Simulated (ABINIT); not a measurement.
Crystal: Pd.

```
Pd
1.0
    -1.57228    1.57228    1.57228
     1.57228   -1.57228    1.57228
     1.57228    1.57228   -1.57228
Pd
1
Cartesian
  0.0000 0.0000 0.0000
```

This isn't the form of Pd at room conditions, which is fcc.

Base run:

- Program: ABINIT 10.8.3 (patched build)
- Functional: AM05
- Potentials or basis: JTH PAW PBE v2.0
- Cutoff: 707 eV
- k mesh: 12 × 12 × 12
- Occupations: fermi-dirac, width 0.05 eV
- Spin: no spin polarisation

Its results: band gap on the k mesh none (metal or under the smearing width); pressure -10.9 GPa.

Question: After a change of settings the same cell gave: band gap on the k mesh none (metal or under the smearing width); pressure 8.5 GPa. Which change was it?
A. functional from AM05 to PBEsol
B. functional from AM05 to LDA
C. functional from AM05 to r2SCAN
D. functional from AM05 to BLYP

Answer: D.

BLYP binds less tightly than AM05, so the same cell stands under more pressure.

Caveats: the PAW data sets were made with another functional, which shifts forces and pressure a little.
